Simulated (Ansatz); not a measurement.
**BP: changing the functional**

```yaml
crystal:
  lattice:
    - [0.00000, 2.26900, 2.26900]
    - [2.26900, 0.00000, 2.26900]
    - [2.26900, 2.26900, 0.00000]
  atoms:
    - { symbol: P, position: [0.75000, 0.75000, 0.75000] }
    - { symbol: B, position: [0.00000, 0.00000, 0.00000] }
```

Kept alike: task band structure; k mesh 10 × 10 × 10; occupations fermi-dirac, width 0.05 eV; no spin polarisation. Program: Ansatz, all-electron LAPW, scalar-relativistic. The mesh is that of the run's cell of 2 atoms. No spin-orbit coupling.

```csv
functional,band gap (eV),pressure (GPa)
BLYP,1.514,6.09
LDA,1.185,-5.24
PBE,1.242,1.09
PBEsol,1.132,-2.01
RPBE,1.265,3.91
revPBE,1.255,3.23
```

Pressure is positive in compression. Gaps are the smaller of the mesh's and the band path's.

Task: What does the functional change here?

Result: The band gap runs from 1.132 (PBEsol) to 1.514 eV (BLYP). From PBE: BLYP +0.272; LDA -0.057; PBEsol -0.110; RPBE +0.023; revPBE +0.013. The pressure runs from -5.24 (LDA) to 6.09 GPa (BLYP). From PBE: BLYP +5.00; LDA -6.33; PBEsol -3.10; RPBE +2.82; revPBE +2.14. A positive pressure means that the functional's own cell is larger than the one given, a negative one that it is smaller.

At this fixed cell the functional matters more systematically for the pressure than for the gap. LDA overbinds and favours a smaller cell. Gradient corrections to exchange favour inhomogeneous densities and so weaken the covalent B-P bonds, only mildly in PBEsol and more strongly in PBE, revPBE and RPBE. The gap does not simply follow this order: PBEsol, not LDA, gives the smallest value, and RPBE lies only 0.023 eV above PBE despite its clearly higher pressure. BLYP stands apart in both columns, probably because its correlation part is built differently from that of the PBE family.

Since the geometry is shared, the gap differences reflect the functionals themselves and not lattice expansion. All six gaps fall well below the measured indirect gap of zinc-blende BP, as expected of semilocal Kohn-Sham gaps, which lack the derivative discontinuity. The larger BLYP value is therefore no sign of a better description of the quasiparticle gap. How far the spread would widen or narrow with each functional at its own equilibrium volume remains open.
